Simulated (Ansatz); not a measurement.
## Li₇F₈: nudged elastic band, vacancy jump

Method: DFT PBE, scalar-relativistic, plane waves, PAW (Ansatz 0.2.0). Cutoff 420 eV, Γ-centred 4×4×4 k-points, Gaussian smearing of 0.05 eV. No spin polarisation.

5 inner image(s), climbing off, force tolerance 0.05 eV/Å, at most 60 iterations, fixed cell. The cell carries a charge of -1 e on a uniform background, with no finite-size correction, so the barrier is rough in so small a cell.

It took 8.2 min on 4 threads of Arm Neoverse V1 (shared host), peak memory 1.6 GiB.

Command:
```bash
ansatz run input.yaml --threads 4 --pin off --max-ram 9216MiB --backend cpu --events-out ev --progress --plain --runs-dir out
```

Input:
```yaml
crystal:
  lattice:
    - [1.5622954989, -2.7059751806, -4.9040679997]
    - [1.5622954989, -2.7059751806, 4.9040679997]
    - [-6.2491819957, 1.0e-10, 0.0]
  atoms:
    - { symbol: Li, position: [0.4630462354, 0.8628487257, 0.3258949611] }
    - { symbol: Li, position: [0.9781136886, 0.3619738167, 0.8350116326] }
    - { symbol: Li, position: [0.4730378159, 0.856897944, 0.8350116326] }
    - { symbol: Li, position: [0.9001298552, 0.7744879925, 0.1715236967] }
    - { symbol: Li, position: [0.3970357042, 0.2713938416, 0.1715236967] }
    - { symbol: Li, position: [0.8947863387, 0.7678480086, 0.6626343473] }
    - { symbol: Li, position: [0.3900523934, 0.27510793, 0.6651603235] }
    - { symbol: F, position: [0.6652989173, 0.6689395235, 0.3342384409] }
    - { symbol: F, position: [0.1950795177, 0.1428353148, 0.3379148326] }
    - { symbol: F, position: [0.667294008, 0.6632271625, 0.831806112] }
    - { symbol: F, position: [0.1685789495, 0.164512104, 0.831806112] }
    - { symbol: F, position: [0.0876283301, 0.5889990915, 0.1513984003] }
    - { symbol: F, position: [0.5623993088, 0.0637700702, 0.1513984003] }
    - { symbol: F, position: [0.0930297457, 0.5979647198, 0.6909944655] }
    - { symbol: F, position: [0.5882788685, 0.0820707444, 0.6703496128] }
total_charge: -1
basis:
  ecutwfc: 420
kpoints:
  mp_grid: { grid: [4, 4, 4] }
hamiltonian:
  xc: pbe
scf:
  occupations: { method: gaussian, width: 0.05 }
output:
  forces: true
neb:
  images: 5
  f_tol: 0.05
  max_iterations: 60
  order_check: false
  final_atoms:
    - { symbol: Li, position: [0.4755117563, 0.8498701976, 0.3284759933] }
    - { symbol: Li, position: [0.9748924775, 0.3599470935, 0.834839571] }
    - { symbol: Li, position: [0.4821523323, 0.8552136373, 0.8373659696] }
    - { symbol: Li, position: [0.9786057957, 0.3529642371, 0.3284759933] }
    - { symbol: Li, position: [0.3871510093, 0.2869536625, 0.1741046717] }
    - { symbol: Li, position: [0.8880261975, 0.7718866536, 0.6649887087] }
    - { symbol: Li, position: [0.3931020551, 0.2769625112, 0.6649887087] }
    - { symbol: F, position: [0.6610009414, 0.6623717199, 0.3486017355] }
    - { symbol: F, position: [0.1862300157, 0.1876007941, 0.3486017355] }
    - { symbol: F, position: [0.6520355272, 0.6569704121, 0.8090059394] }
    - { symbol: F, position: [0.16792928, 0.1617211348, 0.8296504148] }
    - { symbol: F, position: [0.1071646578, 0.5549201186, 0.1620847763] }
    - { symbol: F, position: [0.5810601837, 0.0847012859, 0.1657614697] }
    - { symbol: F, position: [0.085488007, 0.581421049, 0.6681938229] }
    - { symbol: F, position: [0.5867727738, 0.0827058159, 0.6681938229] }
  climbing: false
```

Output (its end):
```
...
    - [1.5622954989, -2.7059751806, 4.9040679997]
    - [-6.2491819957, 1.0e-10, 0.0]
  atoms:
    - { symbol: Li, position: [0.4841551411405036, 0.8910906028412979, 0.321152209783137] }
    - { symbol: Li, position: [0.9927443391086396, 0.3681112206729761, 0.8117569769072377] }
    - { symbol: Li, position: [0.48588584607032875, 0.8701768818122062, 0.8413162367872309] }
    - { symbol: Li, position: [0.9177605940619126, 0.5743038466417533, 0.2958703831438618] }
    - { symbol: Li, position: [0.34560321998810406, 0.2782452058456558, 0.17551784743624319] }
    - { symbol: Li, position: [0.8745399355327377, 0.7835508930170971, 0.6880618923891824] }
    - { symbol: Li, position: [0.39195718776073896, 0.25668332998596555, 0.66209959489324] }
    - { symbol: F, position: [0.6631995747871569, 0.6613858143803879, 0.3524322300371604] }
    - { symbol: F, position: [0.19452199581343538, 0.08067522184388058, 0.3345678147766086] }
    - { symbol: F, position: [0.6291390162951577, 0.6403189556107173, 0.8121251936427565] }
    - { symbol: F, position: [0.1643569722234679, 0.15832313994875813, 0.8240417979719035] }
    - { symbol: F, position: [0.13431580775380533, 0.5509388696335875, 0.14549550713389206] }
    - { symbol: F, position: [0.5901072171487712, 0.12106740475238723, 0.15527917033871208] }
    - { symbol: F, position: [0.08413369970914303, 0.6121483430335044, 0.6571585491663838] }
    - { symbol: F, position: [0.6130357962560976, 0.08752392642982498, 0.6731245956924511] }
```

The calculation finished and met its thresholds.

Final band:

| image | s (Å) | ΔE (eV) |
| --- | --- | --- |
| 0 | 0.000 | 0.000 |
| 1 | 0.649 | 0.121 |
| 2 | 1.299 | 0.356 |
| 3 | 1.948 | 0.393 |
| 4 | 2.597 | 0.249 |
| 5 | 3.247 | 0.167 |
| 6 | 3.896 | 0.000 |

Highest image over the start 0.393 eV, over the end 0.393 eV. The order of the saddle wasn't checked, and a path that keeps a symmetry can read too high. Without a climbing image the barrier can read too low.

By iteration:

| iteration | largest band force component (eV/Å) | highest image (eV) |
| --- | --- | --- |
| 1 | 12.153 | 3.703 |
| 2 | 5.324 | 1.592 |
| 3 | 2.377 | 0.807 |
| 4 | 1.119 | 0.532 |
| 5 | 0.530 | 0.439 |
| 6 | 0.207 | 0.409 |
| 7 | 0.106 | 0.401 |
| 8 | 0.652 | 0.409 |
| 9 | 0.146 | 0.401 |
| 10 | 0.056 | 0.396 |
| 11 | 0.034 | 0.393 |

Images of the last band (Å, true forces in eV/Å):

```xyz
15
Lattice="1.562 -2.706 -4.904 1.562 -2.706 4.904 -6.249 0.000 0.000" Properties=species:S:1:pos:R:3:forces:R:3 pbc="T T T" image=0 dE_eV=0.0000
Li    0.035   -3.588    1.961   -0.011   -0.007   -0.007
Li   -3.125   -3.626   -3.022    0.002    0.000    0.005
Li   -3.140   -3.599    1.882    0.001    0.001    0.005
Li    1.544   -4.531   -0.616   -0.001    0.012    0.015
Li   -0.028   -1.809   -0.616    0.010   -0.007    0.015
Li   -1.543   -4.499   -0.623    0.000    0.000   -0.004
Li   -3.118   -1.800   -0.564    0.005    0.003    0.000
F    -0.004   -3.610    0.018    0.000    0.000    0.003
F    -1.584   -0.914   -0.256   -0.002   -0.001   -0.009
F    -3.119   -3.600   -0.020    0.000    0.001   -0.004
F    -4.678   -0.901   -0.020    0.001    0.000   -0.004
F     0.111   -1.831    2.459   -0.001    0.000   -0.002
F     0.032   -1.694   -2.445   -0.001   -0.001   -0.002
F    -3.239   -1.870    2.476   -0.003   -0.002   -0.004
F    -3.142   -1.814   -2.482    0.002    0.001   -0.005
15
Lattice="1.562 -2.706 -4.904 1.562 -2.706 4.904 -6.249 0.000 0.000" Properties=species:S:1:pos:R:3:forces:R:3 pbc="T T T" image=1 dE_eV=0.1209
Li    0.106   -3.676    1.947   -0.035    0.031   -0.009
Li   -3.001   -3.664   -3.039   -0.042    0.016   -0.013
Li   -3.145   -3.650    1.888   -0.017    0.010   -0.022
Li    1.281   -4.420   -0.936    0.259   -0.009    0.201
Li   -0.086   -1.711   -0.441    0.009   -0.016   -0.054
Li   -1.635   -4.493   -0.556    0.029    0.001   -0.059
Li   -3.134   -1.778   -0.620   -0.012    0.001   -0.002
F    -0.085   -3.584    0.007    0.014   -0.003   -0.011
F    -1.667   -0.756   -0.384    0.008   -0.050    0.059
F    -3.186   -3.553   -0.037   -0.058   -0.048   -0.059
F    -4.651   -0.881   -0.006   -0.019   -0.001   -0.011
F     0.144   -1.847    2.215   -0.021    0.009    0.065
F     0.075   -1.746   -2.318   -0.031    0.039   -0.030
F    -3.163   -1.917    2.530   -0.065    0.001   -0.048
F    -3.110   -1.860   -2.528   -0.019    0.019   -0.005
15
Lattice="1.562 -2.706 -4.904 1.562 -2.706 4.904 -6.249 0.000 0.000" Properties=species:S:1:pos:R:3:forces:R:3 pbc="T T T" image=2 dE_eV=0.3559
Li    0.147   -3.717    1.937   -0.009    0.007   -0.030
Li   -2.948   -3.682   -3.045   -0.006    0.007   -0.003
Li   -3.133   -3.658    1.897   -0.005    0.011   -0.005
Li    0.836   -4.388   -1.301    0.167   -0.153    0.169
Li   -0.117   -1.675   -0.381   -0.006    0.013   -0.035
Li   -1.696   -4.485   -0.485    0.003    0.005   -0.034
Li   -3.128   -1.768   -0.641   -0.011    0.000   -0.002
F    -0.131   -3.571    0.002   -0.005    0.007   -0.013
F    -1.700   -0.663   -0.511   -0.023    0.040    0.005
F    -3.110   -3.465    0.035   -0.018   -0.013   -0.025
F    -4.637   -0.870   -0.011   -0.007    0.003   -0.001
F     0.160   -1.851    2.075   -0.011    0.010   -0.003
F     0.109   -1.802   -2.291   -0.021    0.061   -0.009
F    -3.074   -1.909    2.584   -0.045   -0.005   -0.015
F    -3.095   -1.883   -2.548   -0.004    0.007    0.000
15
Lattice="1.562 -2.706 -4.904 1.562 -2.706 4.904 -6.249 0.000 0.000" Properties=species:S:1:pos:R:3:forces:R:3 pbc="T T T" image=3 dE_eV=0.3933
Li    0.142   -3.721    1.996    0.004   -0.011    0.037
Li   -2.947   -3.682   -3.063    0.009   -0.004    0.008
Li   -3.139   -3.669    1.885    0.011   -0.002    0.005
Li    0.482   -4.037   -1.684   -0.131    0.164   -0.159
Li   -0.122   -1.688   -0.330    0.009   -0.012    0.034
Li   -1.709   -4.487   -0.446    0.011   -0.005    0.022
Li   -3.124   -1.755   -0.663    0.011    0.001    0.010
F    -0.133   -3.584   -0.009    0.010   -0.013   -0.018
F    -1.661   -0.745   -0.558    0.035   -0.050    0.012
F    -3.092   -3.435    0.055    0.015   -0.001    0.014
F    -4.645   -0.873   -0.030   -0.002   -0.012    0.009
F     0.161   -1.854    2.043   -0.002   -0.002    0.002
F     0.141   -1.924   -2.300    0.020   -0.045    0.006
F    -3.019   -1.884    2.589    0.003    0.001    0.014
F    -3.112   -1.896   -2.577   -0.004   -0.009    0.003
15
Lattice="1.562 -2.706 -4.904 1.562 -2.706 4.904 -6.249 0.000 0.000" Properties=species:S:1:pos:R:3:forces:R:3 pbc="T T T" image=4 dE_eV=0.2489
Li    0.117   -3.713    1.847    0.017   -0.034   -0.012
Li   -3.031   -3.674   -3.043    0.017    0.003    0.007
Li   -3.124   -3.646    1.867    0.003    0.003   -0.007
Li    0.228   -3.756   -2.050   -0.020    0.036   -0.069
Li   -0.075   -1.723   -0.307   -0.012   -0.011    0.029
Li   -1.683   -4.512   -0.468    0.016    0.005   -0.005
Li   -3.083   -1.761   -0.620    0.007   -0.012    0.008
F    -0.096   -3.605   -0.135    0.002    0.015   -0.010
F    -1.611   -0.865   -0.307    0.035   -0.018    0.037
F    -3.054   -3.463    0.056    0.010   -0.011    0.003
F    -4.639   -0.889   -0.024   -0.008   -0.014    0.025
F     0.090   -1.874    2.054   -0.042    0.025    0.010
F     0.105   -1.880   -2.358   -0.011    0.005   -0.019
F    -3.083   -1.856    2.547   -0.012    0.005   -0.001
F    -3.098   -1.870   -2.563   -0.002    0.001    0.003
15
Lattice="1.562 -2.706 -4.904 1.562 -2.706 4.904 -6.249 0.000 0.000" Properties=species:S:1:pos:R:3:forces:R:3 pbc="T T T" image=5 dE_eV=0.1670
Li    0.095   -3.690    1.725   -0.003   -0.001   -0.051
Li   -3.072   -3.650   -3.043   -0.009    0.008    0.015
Li   -3.132   -3.633    1.844    0.005    0.003   -0.003
Li    0.114   -3.687   -2.541   -0.055    0.032   -0.243
Li   -0.074   -1.744   -0.385    0.004   -0.018   -0.021
Li   -1.655   -4.496   -0.523    0.029    0.003   -0.016
Li   -3.072   -1.753   -0.583    0.011   -0.006    0.032
F    -0.113   -3.588   -0.154    0.004    0.009    0.011
F    -1.613   -0.940    0.042    0.020   -0.038    0.194
F    -3.048   -3.485    0.036    0.009   -0.019    0.005
F    -4.658   -0.879   -0.031   -0.006   -0.003    0.011
F     0.098   -1.892    2.117    0.014   -0.012    0.043
F     0.045   -1.816   -2.382   -0.018    0.031   -0.001
F    -3.127   -1.847    2.498   -0.014   -0.002   -0.009
F    -3.088   -1.836   -2.530    0.010    0.012    0.030
15
Lattice="1.562 -2.706 -4.904 1.562 -2.706 4.904 -6.249 0.000 0.000" Properties=species:S:1:pos:R:3:forces:R:3 pbc="T T T" image=6 dE_eV=0.0000
Li    0.018   -3.586    1.836    0.001   -0.012    0.015
Li   -3.132   -3.612   -3.016   -0.005   -0.003    0.000
Li   -3.143   -3.619    1.830    0.000    0.000   -0.004
Li    0.028   -3.603   -3.068   -0.010    0.007    0.015
Li   -0.035   -1.824   -0.491    0.011    0.007   -0.007
Li   -1.562   -4.492   -0.570   -0.002    0.000    0.005
Li   -3.109   -1.813   -0.570   -0.001   -0.001    0.005
F    -0.111   -3.581    0.007    0.001    0.000   -0.002
F    -1.594   -1.012    0.007    0.001    0.001   -0.002
F    -3.011   -3.542    0.024    0.003    0.002   -0.004
F    -4.670   -0.892   -0.030   -0.002   -0.001   -0.005
F     0.021   -1.792    2.196    0.002    0.001   -0.009
F     0.004   -1.802   -2.434    0.000    0.000    0.003
F    -3.134   -1.805    2.432   -0.001    0.000   -0.004
F    -3.130   -1.812   -2.472    0.000   -0.001   -0.004
```